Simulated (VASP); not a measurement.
InPd:

```
CELL_PARAMETERS angstrom
0.00000 2.74607 2.74607
2.74607 0.00000 2.74607
2.74607 2.74607 0.00000
ATOMIC_POSITIONS crystal
In 0.00000 0.00000 0.00000
Pd 0.50000 0.50000 0.50000
```

The cell was built by a generator and needn't be a form met in nature.

```yaml
Program: VASP 6.6.1
Task: relaxation of cell and atoms
Functional: revPBE
Potentials_or_basis: VASP PAW PBE potentials, release 64 (In_d, Pd)
Cutoff: 600 eV
k_mesh: 8 × 8 × 8
Occupations: fermi-dirac, width 0.05 eV
Spin: no spin polarisation
```

At the start: pressure 2.3 GPa; volume 20.71 Å³/atom.

Q: Where does the relaxation end?

A: Over 6 steps the energy falls by 3.9 meV/atom and the volume is 21.28 Å³/atom (+2.8 %); space group Fm-3m (No. 225, to 0.05 Å).

Step by step:
| step | energy change (eV) | largest force (eV/Å) | pressure (GPa) | volume (Å³) |
| --- | --- | --- | --- | --- |
| 1 | 0.0000 | 0.0000 | 2.28 | 41.42 |
| 2 | -0.0054 | 0.0000 | -1.13 | 43.21 |
| 3 | -0.0078 | 0.0000 | 0.05 | 42.55 |
| 4 | -0.0078 | 0.0000 | -0.05 | 42.57 |
| 5 | -0.0078 | 0.0000 | 0.04 | 42.54 |
| 6 | -0.0078 | 0.0000 | -0.01 | 42.56 |

Final structure:
```yaml
crystal:
  lattice:
    - [0.00000, 2.77106, 2.77106]
    - [2.77106, 0.00000, 2.77106]
    - [2.77106, 2.77106, 0.00000]
  atoms:
    - { symbol: In, position: [0.00000, 0.00000, 0.00000] }
    - { symbol: Pd, position: [0.50000, 0.50000, 0.50000] }
```

Caveat: the PAW data sets were made with another functional, which shifts forces and pressure a little.
